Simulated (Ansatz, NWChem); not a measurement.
## Worked example: the enthalpy of formation of C2H4O2 (acetic acid)

C2H4O2 has 8 atoms, charge 0, and is taken as a singlet. As SMILES, `CC(=O)O`. Geometry: relaxed at PBE0-D4/def2-TZVP. This is one conformer, not always the lowest.

Total energies at HF/3-21G (NWChem 7.3.0); the atoms run unrestricted:

| species | state | energy (Eh) |
| --- | --- | --- |
| C2H4O2 | singlet | -226.532831 |
| C | triplet | -37.481070 |
| O | triplet | -74.393657 |
| H | doublet | -0.496199 |

Harmonic wavenumbers at PBE0-D4/def2-TZVP, in cm⁻¹: 73, 425, 551, 592, 678, 882, 1000, 1066, 1217, 1346, 1415, 1462, 1468, 1855, 3075, 3144, 3194, 3786.

Measured heats of formation of the gaseous atoms at 298.15 K, in kJ/mol: C 716.9, O 249.2, H 218.0. Spin-orbit lowering of the atoms at 298 K (mean of the ground term's levels less their thermal mean, from spectra), in kJ/mol: C 0.02, O 0.40. Take 1 Eh = 2625.50 kJ/mol, 1 cm⁻¹ = 0.0119627 kJ/mol, RT = 2.479 kJ/mol.

**Question.** Work out the heat of formation of the gas at 298 K.

**Answer.** 
1. Electronic atomisation energy: 2 × (-37.481070) + 2 × (-74.393657) + 4 × (-0.496199) − (-226.532831) = 0.798581 Eh = 2096.7 kJ/mol.
2. Zero-point energy: half the sum of the wavenumbers, 13614.5 cm⁻¹ = 162.9 kJ/mol.
3. Thermal vibrational enthalpy, Σ hcν̃/(exp(hcν̃/kT) − 1): 4.5 kJ/mol. Translation, rotation and pV of a non-linear molecule: 4 RT = 9.9 kJ/mol.
4. The 8 free atoms carry 5/2 RT each: 49.6 kJ/mol.
5. Spin-orbit coupling lowers the free atoms by 2 × 0.02 + 2 × 0.40 = 0.8 kJ/mol.
6. Atomisation enthalpy at 298 K: 2096.7 − 0.8 − 162.9 − 4.5 − 9.9 + 49.6 = 1968.2 kJ/mol.
7. Sum of the atoms' heats of formation: 2804.2 kJ/mol. Heat of formation: 2804.2 − 1968.2 = +836.0 kJ/mol.

The tabulated value is -432.2 kJ/mol (CRC Handbook of Chemistry and Physics), so this level is off by +1268.2 kJ/mol, or 39.2 % of the atomisation enthalpy. Hartree–Fock leaves out correlation, which is larger in the molecule than in the atoms, so it underbinds and puts the heat of formation too high. A basis without polarisation functions underbinds badly. Anharmonicity and any spin-orbit splitting of the molecule are left out.
